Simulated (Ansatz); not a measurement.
AlN at 25 GPa: from Born charge to LO–TO splitting and polaron coupling

All numbers below come from DFT PBE, scalar-relativistic, plane waves, PAW in Ansatz 0.2.0. Plane waves to 420 eV; Γ-centred k mesh 10×10×10; fixed occupations. No spin polarisation. Phonons by linear response, acoustic sum rule imposed.

The cell, relaxed at 25 GPa:
```cif
data_structure
_symmetry_space_group_name_H-M 'F-43m'
_symmetry_Int_Tables_number 216
_cell_length_a 4.2508
_cell_length_b 4.2508
_cell_length_c 4.2508
_cell_angle_alpha 90.000
_cell_angle_beta 90.000
_cell_angle_gamma 90.000
_cell_volume 76.81
loop_
_atom_site_label
_atom_site_type_symbol
_atom_site_symmetry_multiplicity
_atom_site_Wyckoff_symbol
_atom_site_fract_x
_atom_site_fract_y
_atom_site_fract_z
_atom_site_occupancy
Al1 Al 4 a 0.00000 0.00000 0.00000 1
N1 N 4 c 0.25000 0.25000 0.25000 1
```

Other phases may be more stable at this pressure.

Linear response gives ν_TO = 736.4 cm⁻¹, Born charges ±2.537 e (positive on Al) and ε∞ = 4.450. The primitive cell holds 19.202 Å³, and the masses are 26.982 and 14.007 amu.

Task: Find ν_LO and the static dielectric constant.

Result: The long-wave field adds a restoring force: ω_LO² − ω_TO² = Z*²e²/(ε_vac ε∞ μV). In these units ν_LO² − ν_TO² = 4.92064×10⁷ Z*²/(μ V ε∞) cm⁻², with μ = m₁m₂/(m₁ + m₂) = 9.220 amu: 401879 cm⁻². So ν_LO = √(736.4² + 401879) = 971.6 cm⁻¹, and the run gives 971.6. Lyddane–Sachs–Teller then gives ε0 = ε∞ (ν_LO/ν_TO)² = 7.75, against 7.75 in the run (it forms both from the same three quantities, so the match checks the arithmetic only). Between ν_TO and ν_LO the dielectric function is negative and an undamped crystal reflects fully: a reststrahlen band from 10.3 to 13.6 μm.

Task: What do the Clausius–Mossotti polarisability and the Szigeti charge come to?

Result: With the Lorentz local field, α = (3V/4π)(ε∞ − 1)/(ε∞ + 2) = 2.45 Å³ for the pair, and e_S = 3Z*/(ε∞ + 2) = 1.18 e. The Born charge includes the electrons' response to the dipole's own local field, and e_S takes that enhancement out. The Lorentz field assumes point-like polarisable ions, a poor picture once ε∞ is this large, since the electron clouds then overlap or are shared, so both numbers are formal here.

Task: How strongly does a slow electron couple to the LO mode?

Result: For one isotropic parabolic band, Fröhlich's constant is α_F = (1/ε∞ − 1/ε0) √(m* Ry/ħω_LO), with Ry = 13.606 eV, ħω_LO = 120.5 meV and m* in free-electron masses: α_F = 0.0957 × 10.63 × √m* = 1.02 √m*. The band mass isn't part of this run; for m* = 0.1, 0.3 and 1 it gives 0.32, 0.56, 1.02. In weak coupling the polaron lies α_F ħω_LO below the band edge (67 meV at m* = 0.3) with a mass m*(1 + α_F/6); past α_F of about 5 or 6 that expansion fails. A semilocal functional's ε∞ tends to be too large, which taken alone lowers α_F.

This zinc-blende form isn't the usual stable structure of the compound at low pressure.

Cost: 1 run of about 0.83 core-minutes, on Intel Xeon Processor @ 2.50GHz (Skylake/Cascade Lake) (shared hosts).